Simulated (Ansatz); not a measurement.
MgO (rocksalt), relaxed with r2SCAN in Ansatz 0.2.0: the symmetry is Fm-3m (No. 225, cubic); conventional cell a = 4.204 Å, 9.29 Å³ an atom. Mg has 6 O at 2.10 Å; O has 6 Mg at 2.10 Å. It was then strained (isotropic on every length). Unstrained, HSE06 gives 6.541 eV (Γ, 8×8×8 mesh), and the band edges keep their places in every row. Stress is positive in compression. Spin-unpolarised throughout; all numbers are computed.

```csv
strain (%),ln(V/V₀),"ΔE_g, HSE06 (eV)","Δpressure, r2SCAN (GPa)"
-4.0,-0.1225,+1.410,+26.23
-3.39,-0.1035,+1.178,+21.31
-3.0,-0.0914,+1.033,+18.37
-1.0,-0.0302,+0.329,+5.35
+0.32,+0.0096,-0.102,-1.57
+3.0,+0.0887,-0.902,-12.34
```

**Question.** Fit ΔE_g = a x + b x² to these rows by least squares, with x = ln(V/V₀).

**Answer.** The normal equations take Σx² = 4.294e-02, Σx³ = -3.039e-03, Σx⁴ = 4.725e-04, ΣxΔE = -4.800e-01 and Σx²ΔE = 3.560e-02, and give a = -10.73 eV, b = +6.3 eV; the largest residual is 0.001 eV. a is the volume deformation potential of this gap.

**Question.** Fit the change of pressure in the same way.

**Answer.** Δpressure = -169.9 x + (352) x² GPa. So B₀ = 169.9 GPa and B′ ≈ 2 × 352/169.9 = 4.1; two terms over so wide a range bias B₀ by a few per cent and B′ by more; the gap's pressure coefficient at zero is −a/B₀ = +63 meV/GPa, with HSE06's a and r2SCAN's B₀.

**Question.** Predict the withheld row at +2.0 % (x = +0.0594).

**Answer.** ΔE_g ≈ -10.73 × (+0.0594) + (6.3) × (+0.0594)² = -0.615 eV, and Δpressure ≈ -8.85 GPa. The runs give -0.615 eV and -8.78 GPa, off by 0.000 eV and +0.07 GPa.

The meshes of the hybrids are coarse, so their gaps aren't converged to the digits shown.
